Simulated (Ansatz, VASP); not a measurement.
# Ag (linear Ag chain) in two plane-wave programs

Wanted: the spread between two codes on one cell, functional and k mesh. The structure shown is the end of the Ansatz relaxation below.

Program: Ansatz 0.2.0. Level of theory: plane waves, with VASP 6.6.1 beside it; single point at PBE and single point at RPBE. Results are calculated unless marked as measured.

### 1. Set-up

The cell holds 1 atom: 1 Ag. Its edges and angles: a = 7.500 Å, b = 7.500 Å, c = 2.653 Å, α = 90.0°, β = 90.0°, γ = 90.0°. Vacuum lies along a and b. The structure's axis is c.

### 2. Ansatz: relaxation, PBE

Ansatz runs on its default PAW (the set named soft_2) files.

This run makes the geometry at which the two programs are then compared.

The input, input.yaml:

```yaml
crystal:
  lattice:
    - [7.5, 0.0, 0.0]
    - [0.0, 7.5, 0.0]
    - [0.0, 0.0, 2.697]
  atoms:
    - { symbol: Ag, position: [0.5, 0.5, 0.0] }
kpoints:
  mp_grid: { grid: [1, 1, 30] }
scf:
  occupations: { method: fermi_dirac, width: 0.05 }
hamiltonian:
  xc: pbe
relax:
  cell: { fix: [a, b, alpha, beta, gamma] }
  max_steps: 60
```

Launch:

```console
> ansatz run input.yaml --threads 4 --pin off --max-ram 8192MiB --backend cpu --events-out ev --progress --plain --runs-dir out
```

Numbers of over 12 decimals in the logs are rounded to 6 here.

The program printed:

```text
Engine: ansatz 0.2.0, aarch64-unknown-linux-gnu
Pseudopotentials: kind: paw
Pseudopotential: Ag, paw, valence charge 19, recommended cutoff 420 eV (normal), Ag.paw.azcp
Functional definition: PBE
  parameter kappa = 0.804
  parameter beta = 0.066725
  exchange = pbe_x(kappa = kappa, mu = beta*pi^2/3)
  correlation = pbe_c(beta = beta)
Crystal: 1 atoms, lattice volume = 151.706 Å³
Basis set: ecut = 420 eV, 3017 PW (Γ), exchange–correlation on 108×108×40 points (8 copies of the dense FFT grid, shifted against one another)
Bands: 14, of which v1, the nominal top of the filled ones, is band 10 counted from 1 (9 counted from 0)
Symmetry: 16 space group operations
Space group: P4/mmm (ITA 123), of the structure as read, at distance tolerance 5.3e-5 Å
k-points: 16 of 30
Non-local potential: Ag, projectors of the file, l = 0: 3, l = 1: 2, l = 2: 2, l = 3: 1
PAW form: soft (Blöchl's): semilocal exchange-correlation on the pseudo side does not see the compensation charge
PAW one-centre angular grid: Ag, 590 points (default); XC on 64 Gauss nodes
Initial density: superposition of atomic densities (neutral atoms: chi_scale 0, normalization atom), corrected by the library's trained network
Initial wavefunctions: pseudopotential atomic-orbital guess
Functional: x = pbe(κ = 0.804, μ = 0.219515), c = pbe(β = 0.066725)
SCF iter   1: F=—  HF=-7589.213300 eV  |F-HF|=—  |Δ(HF+E_count)|=         —  Δρ=1.27e-3  dr2=2.82e-3  ethr=1.77e-3  ⟨swp⟩=5.2  Hψ=1116  notcnv=0
preconditioner: auto → Resta (q_TF=auto, 1.930 Å⁻¹)  ε∞=2.5  [insulator: Δε(μ)=0.326 eV  Ē_g=8.189 eV  σ=0.050 eV  W_gap=0.93  n_scr=20 (ndim 8)  ℏωp=10.0 eV  f_vac=0.725  D(μ)=0.19/eV (n_scr^D=0)  ε∞_Penn≈2.5  vacuum switching on, ρ_ref=4.9e-3 e/Å³]
SCF iter   2: F=—  HF=-7589.214868 eV  |F-HF|=—  |Δ(HF+E_count)|=   1.57e-3  Δρ=4.73e-4  dr2=5.89e-4  ethr=1.49e-5  ⟨swp⟩=2.0  Hψ=507  notcnv=0  defer=5
SCF iter   3: F=—  HF=-7589.215231 eV  |F-HF|=—  |Δ(HF+E_count)|=   3.63e-4  Δρ=2.43e-4  dr2=1.98e-4  ethr=3.10e-6  ⟨swp⟩=2.2  Hψ=349  notcnv=0  defer=5
SCF iter   4: F=—  HF=-7589.215281 eV  |F-HF|=—  |Δ(HF+E_count)|=   5.06e-5  Δρ=3.21e-5  dr2=1.48e-6  ethr=1.04e-6  ⟨swp⟩=2.3  Hψ=312  notcnv=0  defer=5
SCF iter   5: F=—  HF=-7589.215298 eV  |F-HF|=—  |Δ(HF+E_count)|=   1.62e-5  Δρ=6.68e-6  dr2=6.12e-8  ethr=7.80e-9  ⟨swp⟩=2.1  Hψ=303  notcnv=0  defer=5
SCF iter   6: F=-7589.215298 eV  HF=-7589.215298 eV  |F-HF|=3.79e-10  |Δ(HF+E_count)|=   1.03e-7  Δρ=1.07e-6  dr2=1.45e-9  ethr=3.22e-10  ⟨swp⟩=2.7  Hψ=749  notcnv=0
SCF 1 converged in 6 iterations: F = -7589.215298 eV  dr2 = 1.45e-9
  greatest PAW one-centre occupation: 1.000 electrons in one spin orbital (limit 2), on the Ag atom at site 0 (counted from 0), in its partial waves of l = 0
relax step   1: F+E_penalty+E_count = -7589.21529763 eV  Δ(F+E_penalty+E_count) = +0.000e0 eV  max|allowed force component| = 0.000e0 eV/Å  Δτ_max = 0.0000 Å  P = -0.245 GPa  Ω = 151.706 Å³  fix = [a, b, alpha, beta, gamma]  reactions: a -0.140, b -0.140 GPa  (6 SCF iters, dr2 threshold 1.00e-7 eV, accepted)
[...]
relax step   2: F+E_penalty+E_count = -7589.21795932 eV  Δ(F+E_penalty+E_count) = -2.662e-3 eV  max|allowed force component| = 0.000e0 eV/Å  Δτ_max = 0.0000 Å  P = -0.172 GPa  Ω = 150.507 Å³  energy of the carried Pulay correction = +7.382e-5 eV  fix = [a, b, alpha, beta, gamma]  reactions: a -0.141, b -0.141 GPa  (4 SCF iters, dr2 threshold 1.00e-7 eV, accepted)
[...]
relax step   3: F+E_penalty+E_count = -7589.21888125 eV  Δ(F+E_penalty+E_count) = -9.219e-4 eV  max|allowed force component| = 0.000e0 eV/Å  Δτ_max = 0.0000 Å  P = -0.085 GPa  Ω = 149.237 Å³  energy of the carried Pulay correction = +1.530e-4 eV  fix = [a, b, alpha, beta, gamma]  reactions: a -0.141, b -0.141 GPa  (4 SCF iters, dr2 threshold 1.00e-7 eV, accepted)
[...]
relax step   4: F+E_penalty+E_count = -7589.21871663 eV  Δ(F+E_penalty+E_count) = +1.646e-4 eV  max|allowed force component| = 0.000e0 eV/Å  Δτ_max = 0.0000 Å  P = -0.085 GPa  Ω = 149.237 Å³  fix = [a, b, alpha, beta, gamma]  reactions: a -0.141, b -0.141 GPa  stress off target by 2.69e-2 GPa on what of the cell is left free  SCF on the basis re-selected at this cell (its energy is not comparable with the rows above)  (6 SCF iters)
basis re-selected at this cell: Δ(F+E_penalty+E_count) = +1.646e-4 eV, ΔP = +0.001 GPa vs the last step (what re-selecting the basis moved, of the pressure what is left beyond the Pulay correction that the steps carried, after the strain that the cell walked since its last selection, with what the two solves' SCF thresholds leave and, on support functions, any second-order correction that the steps lacked; it is no measure of the basis error at this ecutwfc). The dense FFT grid was sized anew with the basis: this SCF ran on 54×54×18 points, the steps before it on 54×54×20, so part of this shift can come from that change (see relax.cell in the input reference). [rest of the remark cut]
SCF converged after 6 iterations
Free energy (F): -7589.218717 eV
Harris-Foulkes:  -7589.218717 eV  (|F-HF|=3.64e-12)
Internal energy: -7589.216731 eV  (E = F + TS)
E sigma→0 (E₀):  -7589.217724 eV
Entropy (-TS):   -0.001985 eV (-1.985 meV/atom)
Fermi energy:    -2.609561 eV
--- Per-component energies (eV) ---
  E_band       = -582.609390
  E_kinetic    = 528.410332
  E_local      = -6161.626315  (includes V_loc(G=0)·N_el)
  E_nonlocal   = 81.859243
  E_hartree    = 2808.259744
  E_xc         = -182.766146
  E_vxc        = -231.804077  (∫ρ·V_xc dr)
  E_paw        = -3904.525857  (= ΣΔE_a)
  E_vpaw       = -415.968406  (= ΣTr[D̂ρ^β])
  E_aug_tail   = 0.000317  (compensation charges beyond the density's cutoff)
  E_ewald      = -758.828049
  E_smearing   = -0.001985  (= −TS)
  E_closure    = 0.000000  (closes the sum)
  Σ components = -7589.218717   (vs F -7589.218717, Δ=0.00e0)
--- Forces (eV/Å), atoms counted from 1 ---
  atom   1  Ag     0.00000000     0.00000000     0.00000000
  max |Σ_I F_I| component: 7.57e-29 eV/Å
--- Stress (GPa, compression-positive) ---
       -0.140509       0.000000      -0.000000
        0.000000      -0.140509      -0.000000
       -0.000000      -0.000000       0.026897
  P = ⅓ Tr σ = -0.0847 GPa (-0.847 kbar)
--- Relaxed structure (3 steps of the walk, 3 accepted, 1 SCFs on fresh bases) ---
  F+E_penalty+E_count = -7589.21871663 eV   max|allowed force component| = 0.000e0 eV/Å   (the final SCF, on the basis selected at the relaxed cell)
  cell:  # Å, volume = 149.2372 Å³
    - [7.5, 0, 0]
    - [0, 7.5, 0]
    - [0, 0, 2.653106]
  atoms:
    - { symbol: Ag, position: [0.5, 0.5, 0.0] }
```

Reading the cycles: dr2 is the Hartree energy of the density residual (eV), the measure of convergence; HF is the Harris–Foulkes estimate of the energy, which meets the free energy F at convergence.

### 3. VASP: single point, PBE, pair 1

The same cell, functional, mesh and smearing now go to VASP, with its own data sets.

Lines of VASP's logs that name or quote its potential files are left out, and so is its time.

The input, INCAR:

```
SYSTEM = Ag
PREC = Accurate
ENCUT = 500
EDIFF = 1E-06
NELM = 120
ISMEAR = -1
SIGMA = 0.05
LREAL = .FALSE.
ALGO = Normal
GGA = PE
NBANDS = 11
LASPH = .TRUE.
LORBIT = 11
LWAVE = .FALSE.
LCHARG = .FALSE.
ISIF = 2
GGA_COMPAT = .FALSE.
KPAR = 2
```

The input, POSCAR:

```
Ag
1.0
    7.5000000000      0.0000000000      0.0000000000
    0.0000000000      7.5000000000      0.0000000000
    0.0000000000      0.0000000000      2.6531059850
Ag
1
Direct
    0.5000000000      0.5000000000      0.0000000000
```

The input, KPOINTS:

```
Automatic mesh
0
Gamma
1 1 30
0 0 0
```

The projector-augmented-wave data sets are Ag (PBE family, release 64).

Launch:

```console
> mpirun -np 2 vasp_std
```

The program printed:

```text
[banner, memory and clock lines left out]
running    2 mpi-ranks, on    1 nodes
 distrk:  each k-point on    1 cores,    2 groups
 distr:  one band on    1 cores,    1 groups

 POSCAR found type information on POSCAR Ag
 POSCAR found :  1 types and       1 ions
 LDA part: xc-table for (Slater+PW92), standard interpolation
 POSCAR, INCAR and KPOINTS ok, starting setup
 FFT: planning ... GRIDC
 FFT: planning ... GRID_SOFT
 FFT: planning ... GRID
 WAVECAR not read
 entering main loop
       N       E                     dE             d eps       ncg     rms          rms(c)
DAV:   1     0.581322550920E+02    0.58132E+02   -0.34214E+03   352   0.647E+02
DAV:   2     0.876375425678E+00   -0.57256E+02   -0.51947E+02   474   0.128E+02
DAV:   3    -0.139608822516E+01   -0.22725E+01   -0.22641E+01   385   0.313E+01
DAV:   4    -0.140571520819E+01   -0.96270E-02   -0.96264E-02   394   0.245E+00
DAV:   5    -0.140584218541E+01   -0.12698E-03   -0.12698E-03   432   0.287E-01    0.190E+00
DAV:   6    -0.139176940691E+01    0.14073E-01   -0.70992E-02   400   0.228E+00    0.130E+00
DAV:   7    -0.139178784633E+01   -0.18439E-04   -0.19185E-03   394   0.377E-01    0.598E-01
DAV:   8    -0.139183608877E+01   -0.48242E-04   -0.32664E-04   376   0.157E-01    0.176E-02
DAV:   9    -0.139183464734E+01    0.14414E-05   -0.33987E-05   426   0.391E-02    0.664E-03
DAV:  10    -0.139183356901E+01    0.10783E-05   -0.65870E-06   403   0.137E-02    0.415E-03
DAV:  11    -0.139183357095E+01   -0.19468E-08   -0.20386E-06   379   0.102E-02
   1 F= -.13918336E+01 E0= -.13908404E+01  d E =-.198626E-02
```

From OUTCAR (step 3):

```text
ion  position               nearest neighbor table
   1  0.500  0.500  0.000-

  LATTYP: Found a simple tetragonal cell.
 ALAT       =     7.5000000000
 C/A-ratio  =     0.3537474647

 Subroutine GETGRP returns: Found 16 space group operations
 (whereof 16 operations were pure point group operations)

The static configuration has the point symmetry D_4h.

 Found     16 irreducible k-points:

   k-points           NKPTS =     16   k-points in BZ     NKDIM =     16   number of bands    NBANDS=     11

   dimension x,y,z NGX =    56 NGY =   56 NGZ =   20
   dimension x,y,z NGXF=   112 NGYF=  112 NGZF=   40

   ENCUT  =  500.0 eV  36.75 Ry    6.06 a.u.  13.67 13.67  4.84*2*pi/ulx,y,z

   NELECT =      11.0000    total number of electrons

 k-points in reciprocal lattice and weights: Automatic mesh
   0.00000000  0.00000000  0.00000000       0.033
   0.00000000  0.00000000  0.03333333       0.067
   0.00000000  0.00000000  0.06666667       0.067
   0.00000000  0.00000000  0.10000000       0.067
   0.00000000  0.00000000  0.13333333       0.067
   0.00000000  0.00000000  0.16666667       0.067
   0.00000000  0.00000000  0.20000000       0.067
   0.00000000  0.00000000  0.23333333       0.067
   0.00000000  0.00000000  0.26666667       0.067
[...]
0.00000000  0.00000000  0.46666667       0.067
   0.00000000  0.00000000  0.50000000       0.033

 average (electrostatic) potential at core
       1 -81.2385

 E-fermi :  -3.6312

 k-point     1 :       0.0000    0.0000    0.0000
  band No.  band energies     occupation
    ...
      2      -6.4468      2.00000
      3      -6.4445      2.00000
      4      -5.5798      2.00000
      5      -5.5798      2.00000
      6      -4.7410      2.00000
      7      -0.2981      0.00000
      8      -0.2981      0.00000
      9       1.0681      0.00000
     10       2.2652      0.00000
     11       4.1888      0.00000

 k-point     2 :       0.0000    0.0000    0.0333
  band No.  band energies     occupation
    ...
      2      -6.4433      2.00000
      3      -6.4411      2.00000
      4      -5.6045      2.00000
      5      -5.6045      2.00000
      6      -4.7236      2.00000
      7      -0.2616      0.00000
      8      -0.2616      0.00000
      9       1.0907      0.00000
     10       2.2880      0.00000
     11       4.2146      0.00000

 k-point     3 :       0.0000    0.0000    0.0667
  band No.  band energies     occupation
    ...
      2      -6.4332      2.00000
      3      -6.4311      2.00000
      4      -5.6764      2.00000
      5      -5.6764      2.00000
      6      -4.6711      2.00000
      7      -0.1542      0.00000
      8      -0.1542      0.00000
      9       1.1586      0.00000
     10       2.3564      0.00000
     11       4.2919      0.00000

  Total       -0.1338021     -0.1338021      0.0129508      0.0000000      0.0000000     -0.0000000
  in kB       -1.4364689     -1.4364689      0.1390372      0.0000000      0.0000000     -0.0000000
  external PRESSURE =      -0.9113002 kB  Pullay stress =       0.0000000 kB

  energy-cutoff  :      500.00
  volume of cell :      149.24
      direct lattice vectors                 reciprocal lattice vectors
     7.500000000  0.000000000  0.000000000     0.133333333  0.000000000  0.000000000
     0.000000000  7.500000000  0.000000000     0.000000000  0.133333333  0.000000000
     0.000000000  0.000000000  2.653105985     0.000000000  0.000000000  0.376916718

 POSITION                                       TOTAL-FORCE (eV/Angst)
 -----------------------------------------------------------------------------------
      3.75000      3.75000      0.00000         0.000000      0.000000      0.000000
 -----------------------------------------------------------------------------------
    total drift:                                0.000000      0.000000      0.000000

  FREE ENERGIE OF THE ION-ELECTRON SYSTEM (eV)
  ---------------------------------------------------
  free  energy   TOTEN  =        -1.3918335710 eV

  energy  without entropy=       -1.3898473144  energy(sigma->0) =       -1.39084044

 total charge
# of ion       s       p       d       tot
------------------------------------------
    1        0.437   0.058   9.287   9.783

[... 3 further parts left out ...]
```

### 4. Side by side

Known differences besides the potentials themselves: the data sets hold 19 valence electrons in Ansatz (on its default PAW (the set named soft_2) files) and 11 in VASP; the cutoff is 420 eV in Ansatz and 500 eV in VASP; Ansatz's pressure holds a Pulay correction, VASP's none. Total energies have different zeros and are not compared.

Both answers:

```
      quantity  Ansatz   VASP  difference
pressure (GPa)   -0.08  -0.09       +0.01
```

### 5. Ansatz: relaxation, PBE

This run makes the geometry at which the two programs are then compared.

The structure compared here is the end of the Ansatz relaxation.

input.yaml, as its differences from that of step 2:

```diff
@@ -6,3 +6,5 @@
   atoms:
-    - { symbol: Ag, position: [0.5, 0.5, 0.0] }
+    - { symbol: Ag, position: [0.5, 0.5, 0.0], spin: 0.5 }
+magnetization:
+  spin_polarized: true
 kpoints:
```

Launch:

```console
> ansatz run input.yaml --threads 4 --pin off --max-ram 8192MiB --backend cpu --events-out ev --progress --plain --runs-dir out
```

The program printed:

```text
[...]
Crystal: 1 atoms, lattice volume = 151.706 Å³
Basis set: ecut = 420 eV, 3017 PW (Γ), exchange–correlation on 108×108×40 points (8 copies of the dense FFT grid, shifted against one another)
Bands: 14, of which v1, the nominal top of the filled ones, is band 10 counted from 1 (9 counted from 0)
Symmetry: 16 space group operations
[...]
-0.140509       0.000000      -0.000000
        0.000000      -0.140509       0.000000
       -0.000000       0.000000       0.026945
  P = ⅓ Tr σ = -0.0847 GPa (-0.847 kbar)
--- Relaxed structure (3 steps of the walk, 3 accepted, 1 SCFs on fresh bases) ---
[...]
cell:  # Å, volume = 149.2370 Å³
    - [7.5, 0, 0]
    - [0, 7.5, 0]
    - [0, 0, 2.653102]
  atoms:
    - { symbol: Ag, position: [0.5, 0.5, 0.0] }
[key lines of the parts left out:]
SCF converged after 5 iterations
Magnetization: -0.0000 μB (9.5000 up, 9.5000 down)
Free energy (F): -7589.218717 eV
Fermi energy:    -2.609558 eV
```

### 6. VASP: single point, PBE, pair 2

The same cell, functional, mesh and smearing now go to VASP, with its own data sets.

INCAR, as its differences from that of step 3:

```diff
@@ -4,3 +4,3 @@
 EDIFF = 1E-06
-NELM = 120
+NELM = 200
 ISMEAR = -1
@@ -10,4 +10,7 @@
 GGA = PE
-NBANDS = 11
+NBANDS = 12
+ISPIN = 2
+MAGMOM = -0
 LASPH = .TRUE.
+LMAXMIX = 4
 LORBIT = 11
```

POSCAR, as its differences from that of step 3:

```diff
@@ -4,3 +4,3 @@
     0.0000000000      7.5000000000      0.0000000000
-    0.0000000000      0.0000000000      2.6531059850
+    0.0000000000      0.0000000000      2.6531019522
 Ag
```

KPOINTS is that of step 3.

Launch:

```console
> mpirun -np 2 vasp_std
```

The program printed:

```text
[... set-up lines as in an earlier step ...]
 entering main loop
       N       E                     dE             d eps       ncg     rms          rms(c)
DAV:   1     0.540315323802E+02    0.54032E+02   -0.34359E+03   768   0.592E+02
DAV:   2     0.525824483829E+00   -0.53506E+02   -0.47767E+02   892   0.123E+02
DAV:   3    -0.139737929008E+01   -0.19232E+01   -0.19146E+01   848   0.274E+01
DAV:   4    -0.140571054200E+01   -0.83313E-02   -0.83303E-02   932   0.216E+00
[...]
DAV:   9    -0.139183543957E+01    0.42421E-06   -0.22009E-05   924   0.287E-02    0.141E-02
DAV:  10    -0.139183382195E+01    0.16176E-05   -0.85984E-06   896   0.167E-02    0.529E-03
DAV:  11    -0.139183362168E+01    0.20027E-06   -0.14794E-06   848   0.564E-03
   1 F= -.13918336E+01 E0= -.13908406E+01  d E =-.198614E-02  mag=    -0.0000
```

[end of part 1 of 2]

[Lines on the potential files, build, host, timing and source positions are cut from VASP's logs without a mark.]

[Logs are printed without paths, hosts, clocks, repeated set-up lines and the standing remarks that a program may print on its own settings, such as how far it seeks lower states.]

[Hosts, paths, dates, database ids (printed as entryN), source tags and the programs' standing remarks are cut or masked in the printed files.]
